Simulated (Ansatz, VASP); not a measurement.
**Two plane-wave programs on GaN**

```
Ga N
1.0
     3.01334    0.00000    0.00000
    -1.50667    2.60963    0.00000
     0.00000    0.00000    5.20521
Ga N
2 2
Direct
  0.33333 0.66667 0.02904
  0.66667 0.33333 0.52904
  0.33333 0.66667 0.34596
  0.66667 0.33333 0.84596
```

Alike in both runs: task single point; functional PBE; k mesh 12 × 12 × 6; occupations gaussian, width 0.02 eV; no spin polarisation.

|  | VASP | Ansatz |
| --- | --- | --- |
| version | VASP 6.6.1 | Ansatz 0.2.0 |
| potentials or method | VASP PAW PBE potentials, release 64 (Ga_d, N) | scalar-relativistic, plane waves, PAW |
| plane-wave cutoff (eV) | 520 | 420 |
| valence electrons in the cell | 36 | 36 |

```tsv
	VASP	Ansatz	Ansatz less VASP
gap on the k mesh at the Fermi level (eV)	2.03	2.02	-0.004
least direct gap on the mesh (eV)	2.03	2.02	-0.004
pressure (GPa)	40.5	41.0	+0.55
largest component of the traceless stress (GPa)	37.49	39.05	+1.560
rms of the force components (eV/Å)	4.250	4.350	+0.1001
```

Atom by atom the forces differ by 0.100 eV/Å (rms over components).

Caveats: so large a pressure means that the cell lies far from this level's equilibrium, or that cutoff or potentials fall short (VASP); forces of over 1 eV/Å show positions far from the minimum, so gaps and moduli don't describe the material at rest.
